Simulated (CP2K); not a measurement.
Runs of CP2K 2026.2 on La. The structure is hexagonal, space group P6_3/mmc (No. 194). Conventional cell: a = 3.750 Å, b = 3.750 Å, c = 6.070 Å, α = 90.00°, β = 90.00°, γ = 120.00°. Around La (site symmetry -6m2) lie 12 La at 3.73 to 3.75 Å. This isn't the form of La at room conditions, which is double hcp.

```tsv
task	level	potentials or basis	cell	smearing	EPS_DEFAULT	NGRIDS	potentials	points a segment of the path (NPOINTS)	bands added on the path	gap on the mesh (eV)	pressure (GPa)
band structure	LDA	GTH_POTENTIALS La GTH-PADE-q11; TZVP-MOLOPT-SR-GTH basis	as given	fermi-dirac 0.05 eV	1.0E-9	5	La GTH-PADE-q11 of GTH_POTENTIALS	8	6	none	(a)
band structure	PBEsol	GTH_POTENTIALS La GTH-PBE-q11; TZVP-MOLOPT-SR-GTH basis	as given	fermi-dirac 0.0259 eV	1.0E-9	4	La GTH-PBE-q11 of GTH_POTENTIALS	6	4	none	-0.3
band structure	r2SCAN	POTENTIAL_UZH La GTH-SCAN-q11; TZVP-MOLOPT-SR-GTH basis	as given	fermi-dirac 0.01 eV	1.0E-9	4	La GTH-SCAN-q11 of POTENTIAL_UZH	10	6	none	1.9
single point	PBEsol	GTH_POTENTIALS La GTH-PBE-q11; TZVP-MOLOPT-SR-GTH basis	atoms moved at random, drawn with an rms of 0.05 Å	fermi-dirac 0.05 eV	1.0E-10	5	La GTH-PBE-q11 of GTH_POTENTIALS	-	-	none	-0.3
single point	PBEsol	GTH_POTENTIALS La GTH-PBE-q11; TZVP-MOLOPT-SR-GTH basis	as given	fermi-dirac 0.05 eV	1.0E-10	4	La GTH-PBE-q11 of GTH_POTENTIALS	-	-	none	-0.3
```

Alike in all rows: no spin polarisation; k mesh 8 × 8 × 5.

Q: Estimate the missing entries.

A: (a) -1.7.

Caveats: the basis of atomic orbitals isn't converged, which shifts pressures, moduli and gaps; spin-orbit coupling is left out, which moves the levels of the heavy elements (some runs); the potentials were made for another functional, which shifts forces and pressure (some runs).

A k mesh can miss the band edges, and the runs leave out spin-orbit coupling on La.

A gap of «none» marks a metal or a gap under the smearing width.
